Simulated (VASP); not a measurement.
**PbF2 (Fluorocronite): phonons with PBE**

The system is PbF2 (Fluorocronite).

```
Pb F
1.0
     0.00000    2.99707    2.99707
     2.99707    0.00000    2.99707
     2.99707    2.99707    0.00000
Pb F
1 2
Direct
  0.00000 0.00000 0.00000
  0.25000 0.25000 0.25000
  0.75000 0.75000 0.75000
```

```json
{
  "Program": "VASP 6.6.1",
  "Task": "phonons",
  "Functional": "PBE",
  "Potentials or basis": "VASP PAW PBE potentials, release 64 (Pb_d, F)",
  "Cutoff": "600 eV",
  "k mesh": "8 × 8 × 8",
  "Occupations": "gaussian, width 0.03 eV",
  "Spin": "no spin polarisation",
  "By perturbation theory": "no",
  "Further INCAR settings": "ALGO = Fast; EDIFF = 1e-08; IBRION = 6; POTIM = 0.015; NSW = 1"
}
```

```yaml
Highest_phonon_frequency_at_Γ_LO-TO_splitting_left_out: 239 cm⁻¹
```

Phonon frequencies in cm⁻¹ (negative: imaginary):
| q point | frequencies |
| --- | --- |
| (0.000, 0.000, 0.000) | 0 0 0 97 97 97 239 239 239 |

Wall time 2.6 min on 2 MPI ranks on AMD EPYC 9R45 (Zen 5), with other jobs on the host, peak memory 0.3 GiB a rank.

Spin-orbit coupling is left out, which matters for the levels of Pb.
